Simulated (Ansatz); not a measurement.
Sb, 2 atoms in the cell. The typed cell holds 2 atoms: a = 3.355 Å, b = 3.355 Å, c = 5.470 Å, α = 90.00°, β = 90.00°, γ = 120.00°. This isn't the form of Sb at room conditions, which is rhombohedral. The cell isn't the ideal one: atoms moved at random, drawn with an rms of 0.05 Å.

- Program: Ansatz 0.2.0
- Task: single point
- Functional: PBE
- Potentials or basis: Ansatz PAW
- Cutoff: 420 eV (not typed: the program's choice for these potentials)
- k mesh: 9 × 9 × 5
- Occupations: fermi-dirac, width 0.05 eV
- Spin: no spin polarisation

Potentials or basis: Ansatz PAW.

Launch:

```console
$ ansatz run input.yaml --threads 2 --pin off --max-ram 5120MiB --backend cpu --events-out ev --progress --plain --runs-dir out
```

Hardware: 2 threads of Arm Neoverse V1 (shared host).

Task: Estimate the wall time of this run.

Result: Wall time 4.9 s on 2 threads of Arm Neoverse V1 (shared host), peak memory 0.43 GiB. Counts: scf iterations 6, plane waves 1087, k points 203, bands 19.
